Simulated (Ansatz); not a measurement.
# NbP (I4_1md) in Ansatz: settings compared

Aim: see how the results for NbP move with the level of theory and the settings. Levels: PBE+D3(BJ), PBE+D4. Tasks: relaxation of cell and atoms.

All numbers are computed with Ansatz 0.2.0; they aren't measurements. Logs are shortened: lines on timing, memory, paths and dates and some standing lists are left out, and cuts for length are marked.

## Step 1: Starting point

Symmetry: I4_1md, No. 109, tetragonal system. The conventional cell has a = 3.350 Å, b = 3.350 Å, c = 11.480 Å, α = 90.00°, β = 90.00°, γ = 90.00°. Around Nb (site symmetry 2mm) lie 6 P at 2.55 Å. P (site symmetry 2mm) is surrounded by 6 Nb at 2.55 Å.

The cell is a database's computed one.

## Step 2: Relaxation of cell and atoms, PBE+D3(BJ)

Contents of input.yaml:

```yaml
crystal:
  lattice:
    - [-1.6749232544, 1.6749232544, 5.7401081759]
    - [1.6749232544, -1.6749232544, 5.7401081759]
    - [1.6749232544, 1.6749232544, -5.7401081759]
  atoms:
    - { symbol: Nb, position: [0.2498808, 0.7498808, 0.5] }
    - { symbol: Nb, position: [0.4998808, 0.4998808, 0.0] }
    - { symbol: P, position: [0.83274777, 0.33274777, 0.5] }
    - { symbol: P, position: [0.08274777, 0.08274777, 0.0] }
hamiltonian:
  xc: pbe
  pseudopotentials: { kind: paw }
  dispersion: d3bj
kpoints:
  mp_grid: { grid: [11, 11, 11] }
scf:
  occupations: { method: fermi_dirac, width: 0.05 }
output:
  forces: true
  stress: true
relax:
  f_tol: 0.01
  max_steps: 40
  cell: { stress_tol: 0.05 }
```

Potentials or basis: Ansatz PAW.

Command:

```bash
ansatz run input.yaml --threads 2 --pin off --max-ram 5632MiB --backend cpu --events-out ev --progress --plain --runs-dir out
```

Standard output:

```text
Warning: RAYON_NUM_THREADS=2 ignored (pool sized by the plan → 2); use --threads N
basis.fft_grid_basis auto: the FFT boxes are laid along the combinations [[1, 0, 1], [0, 1, 1], [0, 0, 1]] of the cell's own vectors, 3.350, 3.350 and 6.210 Å long. The dense box has 24×24×45 points. Along the cell's own vectors, as sized, it would have 45×45×45, 3.52 times as many. Of the 8 symmetry operations that the crystal satisfies within crystal.symmetry.tolerance (time reversal apart; of a slab, those that keep its plane) the dense box along the cell's own vectors carries 8, and the one as laid loses 6 of those. basis.fft_grid_basis: typed keeps the cell's own vectors: state it where this run's energies or levels are differenced outside the engine with another run's, or held beside a run that keeps those vectors.
Engine: ansatz 0.2.0, x86_64-unknown-linux-gnu
Pseudopotentials: kind: paw
Pseudopotential: Nb, paw, valence charge 13, recommended cutoff 420 eV (normal), Nb.paw.azcp
Pseudopotential: P, paw, valence charge 5, recommended cutoff 420 eV (normal), P.paw.azcp
Functional definition: PBE
  parameter kappa = 0.804
  parameter beta = 0.06672455060314922
  exchange = pbe_x(kappa = kappa, mu = beta*pi^2/3)
  correlation = pbe_c(beta = beta)
Crystal: 4 atoms, lattice volume = 64.412 Å³
Basis set: ecut = 420 eV, 1231 PW (Γ), FFT grids on a1+a3, a2+a3, a3, exchange–correlation on 48×48×90 points (8 copies of the dense FFT grid, shifted against one another)
Bands: 22, of which v1, the nominal top of the filled ones, is band 18 counted from 1 (17 counted from 0)
Symmetry: 8 space group operations
Space group: I41md (ITA 109), of the structure as read, at distance tolerance 4.0e-5 Å
k-points: 126 of 1331 (time reversal used)
Non-local potential: Nb, projectors of the file, l = 0: 3, l = 1: 2, l = 2: 2, l = 3: 1
Non-local potential: P, projectors of the file, l = 0: 2, l = 1: 2, l = 2: 2
PAW form: soft (Blöchl's): semilocal exchange-correlation on the pseudo side does not see the compensation charge
PAW one-centre angular grid: Nb, 590 points (default); XC on 64 Gauss nodes
PAW one-centre angular grid: P, 110 points (default); XC on 64 Gauss nodes
Initial density: superposition of atomic densities (neutral atoms: chi_scale 0, normalization atom), corrected by the library's trained network
Initial wavefunctions: pseudopotential atomic-orbital guess
Functional: x = pbe(κ = 0.804, μ = 0.2195149727645171), c = pbe(β = 0.06672455060314922)
SCF iter   1: F=—  HF=-10622.542143 eV  |F-HF|=—  |Δ(HF+E_count)|=         —  Δρ=8.10e-3  dr2=3.04e-2  ethr=1.77e-3  ⟨swp⟩=6.0  Hψ=14025  notcnv=0
preconditioner: auto → Kerker (q_TF=auto, 2.476 Å⁻¹)  [metal: Δε(μ)=0.007 eV  Ē_g=6.515 eV  σ=0.050 eV  W_gap=0.03  n_scr=12 (ndim 8)  ℏωp=20.7 eV  f_vac=0.000  D(μ)=0.64/eV (n_scr^D=2)]
SCF iter   2: F=—  HF=-10622.540831 eV  |F-HF|=—  |Δ(HF+E_count)|=   1.31e-3  Δρ=4.50e-3  dr2=8.15e-3  ethr=8.44e-5  ⟨swp⟩=1.5  Hψ=3868  notcnv=0
SCF iter   3: F=—  HF=-10622.541362 eV  |F-HF|=—  |Δ(HF+E_count)|=   5.31e-4  Δρ=7.21e-4  dr2=2.70e-4  ethr=2.26e-5  ⟨swp⟩=2.1  Hψ=3749  notcnv=0
SCF iter   4: F=—  HF=-10622.541367 eV  |F-HF|=—  |Δ(HF+E_count)|=   5.30e-6  Δρ=1.17e-4  dr2=8.36e-6  ethr=7.50e-7  ⟨swp⟩=2.6  Hψ=4671  notcnv=0
SCF iter   5: F=—  HF=-10622.541369 eV  |F-HF|=—  |Δ(HF+E_count)|=   1.91e-6  Δρ=2.10e-5  dr2=2.87e-7  ethr=2.32e-8  ⟨swp⟩=2.5  Hψ=4146  notcnv=0
SCF iter   6: F=-10622.541369 eV  HF=-10622.541369 eV  |F-HF|=3.17e-9  |Δ(HF+E_count)|=   1.98e-8  Δρ=5.35e-6  dr2=1.68e-8  ethr=2.78e-10  ⟨swp⟩=4.0  Hψ=9098  notcnv=0
SCF 1 converged in 6 iterations: F = -10622.541369 eV  dr2 = 1.68e-8
relax step   1: F+E_penalty+E_count = -10622.54136921 eV  Δ(F+E_penalty+E_count) = +0.000e0 eV  max|allowed force component| = 1.665e-2 eV/Å  Δτ_max = 0.0000 Å  P = -7.386 GPa  Ω = 64.412 Å³  (6 SCF iters, dr2 threshold 1.00e-7 eV, accepted)
Crystal: 4 atoms, lattice volume = 60.155 Å³
Basis set: ecut = 420 eV, 1175 PW (Γ), FFT grids on a1+a3, a2+a3, a3, exchange–correlation on 48×48×90 points (8 copies of the dense FFT grid, shifted against one another)
Initial density: handed on by an earlier stage of this run
Initial wavefunctions: those handed on with the density
iter 1 solved again at ethr=1.98e-5 eV; its pass at ethr=3.10e-3 eV (dr2=7.13e-3 eV) is discarded
SCF iter   1: F=—  HF=-10622.571877 eV  |F-HF|=—  |Δ(HF+E_count)|=         —  Δρ=3.97e-3  dr2=7.12e-3  ethr=1.98e-5  ⟨swp⟩=2.6  Hψ=17959  notcnv=0
preconditioner: auto → Kerker (q_TF=auto, 2.505 Å⁻¹)  [metal: Δε(μ)=0.054 eV  Ē_g=6.816 eV  σ=0.050 eV  W_gap=0.25  n_scr=12 (ndim 8)  ℏωp=21.4 eV  f_vac=0.000  D(μ)=0.62/eV (n_scr^D=2)]
SCF iter   2: F=—  HF=-10622.570944 eV  |F-HF|=—  |Δ(HF+E_count)|=   9.33e-4  Δρ=2.38e-3  dr2=2.61e-3  ethr=1.98e-5  ⟨swp⟩=1.0  Hψ=2772  notcnv=0
SCF iter   3: F=—  HF=-10622.570488 eV  |F-HF|=—  |Δ(HF+E_count)|=   4.56e-4  Δρ=3.61e-4  dr2=9.40e-5  ethr=7.26e-6  ⟨swp⟩=2.0  Hψ=3972  notcnv=0
[... 22 lines left out ...]
SCF iter   2: F=—  HF=-10622.603204 eV  |F-HF|=—  |Δ(HF+E_count)|=   1.12e-6  Δρ=1.10e-4  dr2=7.40e-6  ethr=4.63e-8  ⟨swp⟩=1.0  Hψ=2772  notcnv=0
iter 3 did not close the SCF: its close was put off for the readings that it lacked (scf_convergence_deferred on its scf_iter line)
SCF iter   3: F=-10622.603202 eV  HF=-10622.603202 eV  |F-HF|=1.50e-8  |Δ(HF+E_count)|=   2.01e-6  Δρ=1.32e-5  dr2=1.02e-7  ethr=2.06e-8  ⟨swp⟩=2.0  Hψ=4000  notcnv=0
iter 4 did not close the SCF: its close was put off for the readings that it lacked (scf_convergence_deferred on its scf_iter line)
SCF iter   4: F=-10622.603202 eV  HF=-10622.603202 eV  |F-HF|=3.33e-10  |Δ(HF+E_count)|=   4.05e-9  Δρ=2.62e-6  dr2=3.28e-9  ethr=2.84e-10  ⟨swp⟩=2.2  Hψ=4109  notcnv=0
iter 5 did not close the SCF: its close was put off for the readings that it lacked (scf_convergence_deferred on its scf_iter line)
SCF iter   5: F=-10622.603202 eV  HF=-10622.603202 eV  |F-HF|=1.82e-11  |Δ(HF+E_count)|=  1.16e-10  Δρ=4.61e-7  dr2=1.63e-10  ethr=9.11e-12  ⟨swp⟩=2.0  Hψ=3819  notcnv=0
SCF iter   6: F=-10622.603202 eV  HF=-10622.603202 eV  |F-HF|=1.82e-12  |Δ(HF+E_count)|=  9.09e-12  Δρ=1.27e-7  dr2=9.39e-12  ethr=1.00e-12  ⟨swp⟩=1.0  Hψ=6132  notcnv=0
SCF 4 converged in 6 iterations: F = -10622.603202 eV  dr2 = 9.39e-12
relax step   4: F+E_penalty+E_count = -10622.60320190 eV  Δ(F+E_penalty+E_count) = -1.907e-4 eV  max|allowed force component| = 1.490e-3 eV/Å  Δτ_max = 0.0006 Å  P = -0.012 GPa  Ω = 61.871 Å³  energy of the carried Pulay correction = +4.438e-4 eV  (6 SCF iters, dr2 threshold 4.00e-7 eV, accepted)
Initial wavefunctions: pseudopotential atomic-orbital guess (no wavefunctions were taken with the density)
iter 1 solved again at ethr=1.25e-8 eV; its pass at ethr=3.10e-3 eV (dr2=4.50e-6 eV) is discarded
SCF iter   1: F=—  HF=-10622.602791 eV  |F-HF|=—  |Δ(HF+E_count)|=         —  Δρ=5.69e-5  dr2=2.59e-7  ethr=1.25e-8  ⟨swp⟩=3.2  Hψ=22776  notcnv=0
preconditioner: auto → Kerker (q_TF=auto, 2.493 Å⁻¹)  [metal: Δε(μ)=0.069 eV  Ē_g=6.679 eV  σ=0.050 eV  W_gap=0.33  n_scr=12 (ndim 8)  ℏωp=21.1 eV  f_vac=0.000  D(μ)=0.61/eV (n_scr^D=2)]
SCF iter   2: F=—  HF=-10622.602796 eV  |F-HF|=—  |Δ(HF+E_count)|=   4.83e-6  Δρ=2.99e-5  dr2=6.84e-8  ethr=7.18e-10  ⟨swp⟩=1.8  Hψ=4513  notcnv=0
SCF iter   3: F=—  HF=-10622.602796 eV  |F-HF|=—  |Δ(HF+E_count)|=   1.12e-7  Δρ=1.34e-6  dr2=2.72e-10  ethr=1.90e-10  ⟨swp⟩=2.5  Hψ=5037  notcnv=0
iter 4 did not close the SCF: its close was put off for the readings that it lacked (scf_convergence_deferred on its scf_iter line)
SCF iter   4: F=-10622.602796 eV  HF=-10622.602796 eV  |F-HF|=5.46e-12  |Δ(HF+E_count)|=  2.73e-10  Δρ=1.82e-7  dr2=1.03e-11  ethr=1.00e-12  ⟨swp⟩=2.1  Hψ=4403  notcnv=0
iter 5 did not close the SCF: its close was put off for the readings that it lacked (scf_convergence_deferred on its scf_iter line)
SCF iter   5: F=-10622.602796 eV  HF=-10622.602796 eV  |F-HF|=1.82e-12  |Δ(HF+E_count)|=  1.82e-12  Δρ=2.02e-8  dr2=1.90e-13  ethr=1.00e-12  ⟨swp⟩=1.0  Hψ=2772  notcnv=0
iter 6 did not close the SCF: its close was put off for the readings that it lacked (scf_convergence_deferred on its scf_iter line)
SCF iter   6: F=-10622.602796 eV  HF=-10622.602796 eV  |F-HF|=1.82e-12  |Δ(HF+E_count)|=    0.00e0  Δρ=3.32e-9  dr2=6.93e-15  ethr=1.00e-12  ⟨swp⟩=1.0  Hψ=2772  notcnv=0
iter 7 did not close the SCF: its close was put off for the readings that it lacked (scf_convergence_deferred on its scf_iter line)
SCF iter   7: F=-10622.602796 eV  HF=-10622.602796 eV  |F-HF|=0.00e0  |Δ(HF+E_count)|=  1.82e-12  Δρ=7.39e-10  dr2=4.09e-16  ethr=1.00e-12  ⟨swp⟩=1.0  Hψ=2772  notcnv=0
SCF iter   8: F=-10622.602796 eV  HF=-10622.602796 eV  |F-HF|=1.82e-12  |Δ(HF+E_count)|=  1.82e-12  Δρ=2.03e-10  dr2=3.26e-17  ethr=1.00e-12  ⟨swp⟩=1.0  Hψ=6048  notcnv=0
SCF 5 converged in 8 iterations: F = -10622.602796 eV  dr2 = 3.26e-17
relax step   5: F+E_penalty+E_count = -10622.60279614 eV  Δ(F+E_penalty+E_count) = +4.058e-4 eV  max|allowed force component| = 1.474e-3 eV/Å  Δτ_max = 0.0000 Å  P = -0.015 GPa  Ω = 61.871 Å³  stress off target by 3.82e-2 GPa  SCF on the basis re-selected at this cell (its energy is not comparable with the rows above)  (8 SCF iters)
basis re-selected at this cell: Δ(F+E_penalty+E_count) = +4.058e-4 eV, ΔP = -0.003 GPa vs the last step (what re-selecting the basis moved, of the pressure what is left beyond the Pulay correction that the steps carried, after the strain that the cell walked since its last selection, with what the two solves' SCF thresholds leave and, on support functions, any second-order correction that the steps lacked; it is no measure of the basis error at this ecutwfc). This SCF's stress stands 3.82e-2 GPa from its target on what of the cell is left free (relax.cell.stress_tol is 5.00e-2 GPa) and its largest allowed force component is 1.47e-3 eV/Å (relax.f_tol is 1.00e-2 eV/Å): within both
SCF converged after 8 iterations
Free energy (F): -10622.602796 eV
Harris-Foulkes:  -10622.602796 eV  (|F-HF|=1.82e-12)
Internal energy: -10622.597596 eV  (E = F + TS)
E sigma→0 (E₀):  -10622.600196 eV
Entropy (-TS):   -0.005200 eV (-1.300 meV/atom)
Fermi energy:    15.571728 eV
--- Per-component energies (eV) ---
  E_band       = -121.713450
  E_kinetic    = 938.983573
  E_local      = -1678.047988  (includes V_loc(G=0)·N_el)
  E_nonlocal   = 305.243172
  E_hartree    = 548.028331
  E_xc         = -479.338498
  E_vxc        = -554.589000  (∫ρ·V_xc dr)
  E_paw        = -7285.156237  (= ΣΔE_a)
  E_vpaw       = -229.359891  (= ΣTr[D̂ρ^β])
  E_aug_tail   = 0.000022  (compensation charges beyond the density's cutoff)
  E_ewald      = -2969.732120
  E_disp       = -2.577851  (pairwise vdW)
  E_smearing   = -0.005200  (= −TS)
  E_closure    = 0.000000  (closes the sum)
  Σ components = -10622.602796   (vs F -10622.602796, Δ=0.00e0)
--- Forces (eV/Å), atoms counted from 1 ---
  atom   1  Nb     0.00000000     0.00000000    -0.00147428
  atom   2  Nb    -0.00000000     0.00000000    -0.00147428
  atom   3  P      0.00000000     0.00000000     0.00147429
  atom   4  P     -0.00000000    -0.00000000     0.00147429
  max |Σ_I F_I| component: 1.63e-9 eV/Å
--- Stress (GPa, compression-positive) ---
       -0.003270       0.000000      -0.000000
        0.000000      -0.003270       0.000000
       -0.000000      -0.000000      -0.038203
  P = ⅓ Tr σ = -0.0149 GPa (-0.149 kbar)
--- Relaxed structure (4 steps of the walk, 4 accepted, 1 SCFs on fresh bases) ---
  F+E_penalty+E_count = -10622.60279614 eV   max|allowed force component| = 1.474e-3 eV/Å   (the final SCF, on the basis selected at the relaxed cell)
  cell:  # Å, volume = 61.8707 Å³
    - [-1.6578603280217963, 1.6578603280217963, 5.627676508574854]
    - [1.6578603280217963, -1.6578603280217963, 5.627676508574854]
    - [1.6578603280217963, 1.6578603280217963, -5.627676508574854]
  atoms:
    - { symbol: Nb, position: [0.25024841634631134, 0.7502484163463113, 0.5] }
    - { symbol: Nb, position: [0.5002484163463113, 0.5002484163463113, -1.751105011525732e-33] }
    - { symbol: P, position: [0.8323801536536886, 0.33238015365368867, 0.5] }
    - { symbol: P, position: [0.08238015365368868, 0.08238015365368868, -2.0678782942773642e-34] }
```

Wall time 18 s (2 threads of Intel Xeon 6975P-C (Granite Rapids), shared host); peak memory 0.55 GiB.

What came out:

| Quantity | Value |
| --- | --- |
| Free energy | -10622.6028 eV |
| Relaxed volume | 15.47 Å³/atom |
| Relaxed cell | a = 6.097 Å, b = 6.097 Å, c = 6.097 Å, α = 148.44°, β = 148.44°, γ = 45.23° |
| Space group after relaxing (to 0.05 Å) | I4_1md (No. 109) |
| Energy gained by relaxing | 15.4 meV/atom |
| Ionic steps | 5 |
| Pressure after relaxing | 0.0 GPa |

Step by step:
```
step  energy change (eV)  largest force (eV/Å)  volume (Å³)
   1              0.0000                0.0166        64.41
   2             -0.0291                0.0075        60.16
   3             -0.0616                0.0000        61.97
   4             -0.0618                0.0015        61.87
   5             -0.0614                0.0015        61.87
```

Final structure:
```cif
data_structure
_symmetry_space_group_name_H-M 'P 1'
_symmetry_Int_Tables_number 1
_cell_length_a 6.0965
_cell_length_b 6.0965
_cell_length_c 6.0965
_cell_angle_alpha 148.441
_cell_angle_beta 148.441
_cell_angle_gamma 45.235
_cell_volume 61.87
loop_
_atom_site_label
_atom_site_type_symbol
_atom_site_fract_x
_atom_site_fract_y
_atom_site_fract_z
_atom_site_occupancy
Nb1 Nb 0.25025 0.75025 0.50000 1
Nb2 Nb 0.50025 0.50025 0.00000 1
P1 P 0.83238 0.33238 0.50000 1
P2 P 0.08238 0.08238 0.00000 1
```

Caveat: the plane-wave basis is chosen anew once the cell has moved, so the energies of steps on either side of that aren't comparable.

## Step 3: Relaxation of cell and atoms, PBE+D4

input.yaml, as its differences from that of step 2:

```diff
@@ -13,3 +13,3 @@
   pseudopotentials: { kind: paw }
-  dispersion: d3bj
+  dispersion: d4
 kpoints:
```

Potentials or basis: Ansatz PAW.

Command:

```bash
ansatz run input.yaml --threads 2 --pin off --max-ram 5632MiB --backend cpu --events-out ev --progress --plain --runs-dir out
```

Standard output:

```text
Warning: RAYON_NUM_THREADS=2 ignored (pool sized by the plan → 2); use --threads N
basis.fft_grid_basis auto: the FFT boxes are laid along the combinations [[1, 0, 1], [0, 1, 1], [0, 0, 1]] of the cell's own vectors, 3.350, 3.350 and 6.210 Å long. The dense box has 24×24×45 points. Along the cell's own vectors, as sized, it would have 45×45×45, 3.52 times as many. Of the 8 symmetry operations that the crystal satisfies within crystal.symmetry.tolerance (time reversal apart; of a slab, those that keep its plane) the dense box along the cell's own vectors carries 8, and the one as laid loses 6 of those. basis.fft_grid_basis: typed keeps the cell's own vectors: state it where this run's energies or levels are differenced outside the engine with another run's, or held beside a run that keeps those vectors.
[... 9 set-up lines as earlier in the session ...]
Crystal: 4 atoms, lattice volume = 64.412 Å³
Basis set: ecut = 420 eV, 1231 PW (Γ), FFT grids on a1+a3, a2+a3, a3, exchange–correlation on 48×48×90 points (8 copies of the dense FFT grid, shifted against one another)
Bands: 22, of which v1, the nominal top of the filled ones, is band 18 counted from 1 (17 counted from 0)
[... 2 set-up lines as earlier in the session ...]
k-points: 126 of 1331 (time reversal used)
[... 8 set-up lines as earlier in the session ...]
[... 78 lines left out ...]
  E_local      = -1693.918506  (includes V_loc(G=0)·N_el)
  E_nonlocal   = 305.066755
  E_hartree    = 552.283367
  E_xc         = -478.665393
  E_vxc        = -553.693724  (∫ρ·V_xc dr)
  E_paw        = -7285.042850  (= ΣΔE_a)
  E_vpaw       = -229.210022  (= ΣTr[D̂ρ^β])
  E_aug_tail   = 0.000022  (compensation charges beyond the density's cutoff)
  E_ewald      = -2956.879808
  E_disp       = -1.721181  (pairwise vdW)
  E_smearing   = -0.005297  (= −TS)
  E_closure    = 0.000000  (closes the sum)
  Σ components = -10621.773566   (vs F -10621.773566, Δ=0.00e0)
--- Forces (eV/Å), atoms counted from 1 ---
  atom   1  Nb     0.00000000     0.00000000    -0.00060838
  atom   2  Nb    -0.00000000     0.00000000    -0.00060838
  atom   3  P      0.00000000    -0.00000000     0.00060838
  atom   4  P      0.00000000     0.00000000     0.00060838
  max |Σ_I F_I| component: 2.13e-9 eV/Å
--- Stress (GPa, compression-positive) ---
       -0.008755       0.000000       0.000000
        0.000000      -0.008755      -0.000000
        0.000000      -0.000000      -0.016510
  P = ⅓ Tr σ = -0.0113 GPa (-0.113 kbar)
--- Relaxed structure (4 steps of the walk, 4 accepted, 1 SCFs on fresh bases) ---
  F+E_penalty+E_count = -10621.77356563 eV   max|allowed force component| = 6.084e-4 eV/Å   (the final SCF, on the basis selected at the relaxed cell)
  cell:  # Å, volume = 62.6759 Å³
    - [-1.6635534891394532, 1.6635534891394532, 5.661961678541828]
    - [1.6635534891394532, -1.6635534891394532, 5.661961678541828]
    - [1.6635534891394532, 1.6635534891394532, -5.661961678541828]
  atoms:
    - { symbol: Nb, position: [0.25015157796301934, 0.7501515779630192, 0.49999999999999994] }
    - { symbol: Nb, position: [0.5001515779630193, 0.5001515779630193, -1.3168140995477233e-33] }
    - { symbol: P, position: [0.8324769920369806, 0.3324769920369807, 0.5] }
    - { symbol: P, position: [0.08247699203698067, 0.08247699203698067, 6.963916662487157e-35] }
```

Run time: 18 s. Hardware: 2 threads of Intel Xeon 6975P-C (Granite Rapids), shared host; peak memory 0.52 GiB.

Results:

| Property | Result |
| --- | --- |
| Free energy | -10621.7736 eV |
| Relaxed volume | 15.67 Å³/atom |
| Relaxed cell | a = 6.131 Å, b = 6.131 Å, c = 6.131 Å, α = 148.51°, β = 148.51°, γ = 45.13° |
| Space group after relaxing (to 0.05 Å) | I4_1md (No. 109) |
| Energy gained by relaxing | 7.1 meV/atom |
| Ionic steps | 5 |
| Pressure after relaxing | 0.0 GPa |

The path:
```
step  energy change (eV)  largest force (eV/Å)  volume (Å³)
   1              0.0000                0.0160        64.41
   2             -0.0135                0.0146        61.49
   3             -0.0286                0.0014        62.72
   4             -0.0286                0.0006        62.68
   5             -0.0284                0.0006        62.68
```

Final structure:
```xyz
4
Lattice="-1.6636 1.6636 5.6620 1.6636 -1.6636 5.6620 1.6636 1.6636 -5.6620" Properties=species:S:1:pos:R:3 pbc="T T T"
Nb    1.6636    0.0000    2.8327
Nb    0.0000    0.0000    5.6637
P     0.0000    1.6636    3.7649
P     0.0000    0.0000    0.9340
```

Caveat: the plane-wave basis is chosen anew once the cell has moved, so the energies of steps on either side of that aren't comparable.
